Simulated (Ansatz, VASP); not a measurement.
# Two plane-wave programs on Cs

INCAR

```
SYSTEM = Cs
PREC = Accurate
ENCUT = 520
EDIFF = 1E-6
ISMEAR = 0
SIGMA = 0.15
LREAL = .False.
LASPH = .True.
NELM = 100
ALGO = Normal
ISIF = 2
LWAVE = .False.
LCHARG = .False.
GGA = CA
NBANDS = 10
```

Contents of KPOINTS:

```
Automatic mesh
0
Gamma
  10 10 10
  0 0 0
```

Contents of POSCAR:

```
Cs
1.0
    0.2590108245      3.9483357400      3.9483357400
    4.2073465645      0.0000000000      4.2073465645
    3.9483357400      3.9483357400      0.2590108245
Cs
1
Direct
    0.0000000000      0.0000000000      0.0000000000
```

Input for Ansatz:

```yaml
crystal:
  lattice:
    - [0.2590108245, 3.94833574, 3.94833574]
    - [4.2073465645, 0.0, 4.2073465645]
    - [3.94833574, 3.94833574, 0.2590108245]
  atoms:
    - { symbol: Cs, position: [0.0, 0.0, 0.0] }
basis:
  ecutwfc: 420
kpoints:
  mp_grid: { grid: [10, 10, 10] }
hamiltonian:
  xc: lda
scf:
  occupations: { method: gaussian, width: 0.15 }
output:
  forces: true
  stress: true
  eigenvalues: true
```

Change from the starting cell: strain +0.1312 x Voigt [0, 0, 0, 0, 1, 0], atoms carried along.

Alike in both runs: task single point; functional LDA; k mesh 10 × 10 × 10; occupations gaussian, width 0.15 eV; no spin polarisation.

|  | VASP | Ansatz |
| --- | --- | --- |
| version | VASP 6.6.1 | Ansatz 0.2.0 |
| potentials or method | VASP PAW LDA potentials, release 64 (Cs_sv) | scalar-relativistic, plane waves, PAW |
| plane-wave cutoff (eV) | 520 | 420 |
| valence electrons in the cell | 9 | 9 |

```tsv
	VASP	Ansatz	Ansatz less VASP
gap on the k mesh at the Fermi level (eV)	none	none	-
pressure (GPa)	-0.4	-0.4	+0.01
largest component of the traceless stress (GPa)	0.12	0.12	-0.001
```

A gap of «none» marks a metal or a gap that the smearing closes.

The runs have no spin-orbit coupling, so splittings on Cs are missing.
